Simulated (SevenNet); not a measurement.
Results of the machine-learned potential SevenNet-0 (trained on PBE and PBE+U data) for zinc-blende AlSb.

Computed at the level's own relaxed cell.

```yaml
crystal:
  lattice:
    - [0.00000, 3.11528, 3.11528]
    - [3.11528, 0.00000, 3.11528]
    - [3.11528, 3.11528, 0.00000]
  atoms:
    - { symbol: Al, position: [0.00000, 0.00000, 0.00000] }
    - { symbol: Sb, position: [0.75000, 0.75000, 0.75000] }
```

Question: Give the elastic tensor (Voigt notation, GPa, ions relaxed, in the Cartesian axes of the cell as printed).

Answer: 
```
   69.1    40.5    40.5     0.0     0.0     0.0
   40.5    69.1    40.5     0.0     0.0     0.0
   40.5    40.5    69.1     0.0     0.0     0.0
    0.0     0.0     0.0    20.3     0.0     0.0
    0.0     0.0     0.0     0.0    20.3     0.0
    0.0     0.0     0.0     0.0     0.0    20.3
```

Measured, for comparison: elastic constant C11 87.7 GPa, elastic constant C12 43.4 GPa, elastic constant C44 40.8 GPa (temperature not stated, no zero-point or thermal correction; as tabulated in Oses et al. (2018), arXiv:1811.08464). Computed (rounded) less measured: elastic constant C11 -21 %, elastic constant C12 -7 %, elastic constant C44 -50 %.

A machine-learned potential is trained on density-functional data: it inherits that level's misses and adds fitting errors of its own.
